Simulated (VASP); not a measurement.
A run of VASP 6.6.1 is set up as follows.

The input INCAR:

```
SYSTEM = GePt
PREC = Normal
ENCUT = 520
EDIFF = 1E-4
ISMEAR = 0
SIGMA = 0.15
LREAL = .False.
LASPH = .True.
NELM = 60
ALGO = Fast
ISIF = 3
LWAVE = .False.
LCHARG = .False.
GGA = PE
IBRION = 2
NSW = 24
EDIFFG = -0.08
KPAR = 2
```

Contents of KPOINTS:

```
Automatic mesh
0
Gamma
  8 8 4
  0 0 0
```

File POSCAR:

```
GePt
1.0
    2.9983531200      0.0000000000      0.0000000000
   -1.4991765600      2.5966499700      0.0000000000
    0.0000000000      0.0000000000      5.4182801100
Ge Pt
1 1
Direct
    0.6666666700      0.3333333300      0.0000000000
    0.3333333300      0.6666666700      0.5000000000
```

Potentials or basis: VASP PAW PBE potentials, release 64 (Ge_d, Pt).

Command:

```sh
$ cat potpaw_PBE.64/Ge_d/POTCAR potpaw_PBE.64/Pt/POTCAR > POTCAR
$ mpirun -np 2 vasp_std > vasp.out
```

Question: Estimate the relaxed volume.

Answer: 17.44 Å³/atom.

Question: What does it give for the relaxed cell?

Answer: a = 3.515 Å, b = 3.515 Å, c = 3.260 Å, α = 90.00°, β = 90.00°, γ = 120.00°.

Step by step:
```
step  energy change (eV)  largest force (eV/Å)  pressure (GPa)  volume (Å³)
   1              0.0000                0.0000          -18.07        42.18
   2             -0.3287                0.0000           27.03        29.26
   3             -0.6148                0.0000            0.20        33.58
   4             -0.7178                0.0000           -0.02        32.81
   5             -0.7887                0.0000            1.67        31.99
   6             -0.7885                0.0000           17.14        30.08
   7             -0.8178                0.0000           11.90        30.64
   8             -0.8719                0.0000            8.84        31.24
   9             -1.0027                0.0000           -0.31        32.94
  10             -1.0717                0.0000           -3.69        35.74
  11             -1.0670                0.0000           -2.82        35.43
  12             -1.0696                0.0000           -2.21        35.59
  13             -1.0807                0.0000           -0.41        34.96
  14             -1.0814                0.0000            0.27        34.89
  15             -1.0817                0.0000           -0.44        34.86
  16             -1.0821                0.0000            0.52        34.79
  17             -1.0835                0.0000           -0.19        34.85
  18             -1.0870                0.0000            0.31        35.01
  19             -1.0896                0.0000           -1.20        35.31
  20             -1.0896                0.0000           -1.04        35.24
  21             -1.0901                0.0000           -0.86        35.07
  22             -1.0892                0.0000           -0.04        34.89
```

Caveat: the volume moved by over 15 % at a fixed basis, so the end points are rough. The run has no spin-orbit coupling, so splittings on Pt are missing.
